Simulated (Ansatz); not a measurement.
Here is an Ansatz 0.2.0 calculation.

The input input.yaml:

```yaml
crystal:
  lattice:
    - [0.0, 2.8338, 2.8338]
    - [2.8338, 0.0, 2.8338]
    - [2.8338, 2.8338, 0.0]
  atoms:
    - { symbol: Se, position: [0.75, 0.75, 0.75] }
    - { symbol: Zn, position: [0.0, 0.0, 0.0] }
kpoints:
  mp_grid: { grid: [6, 6, 6] }
scf:
  occupations: { method: fermi_dirac, width: 0.03 }
hamiltonian:
  xc: pbe
  pseudopotentials: { kind: all_electron, lapw: { basis_error: 0.002 } }
output:
  forces: true
  stress: true
  eigenvalues: true
```

Potentials or basis: all-electron LAPW, scalar-relativistic.

Run with:

```console
$ ansatz run input.yaml --threads 1 --pin off --max-ram 3072MiB --backend cpu --events-out ev --progress --plain --runs-dir out
```

**Question.** Predict the band gap on the k mesh.

**Answer.** 1.29 eV, direct.

**Question.** What does it give for the pressure?

**Answer.** 2.1 GPa.

**Experimental background.**

“Alloy Disordering Effects on the Thermal Conductivity and Energy Gap Temperature Dependence of Cd1−xZnxSe Ternary Crystals Grown by the Bridgman Method”, 2023, pmc:10253836 reports, for a bulk crystal of ZnSe at 300 K: band gap 2.695 ± 0.003 eV (an exciton energy, a little under the gap).

Against the measured gap of ZnSe, 2.695 eV (an exciton energy, a little under the gap; 300 K; “Alloy Disordering Effects on the Thermal Conductivity and Energy Gap Temperature Dependence of Cd1−xZnxSe Ternary Crystals Grown by the Bridgman Method”, 2023, pmc:10253836), the calculated 1.29 eV is off by -1.41 eV. So large a miss can be the level of theory's own, or it may mean another phase, state or a wrong row. Spin-orbit coupling on Se is left out. The value is that of PBE, without temperature or zero-point motion. Semilocal functionals fall short of measured gaps as a rule.
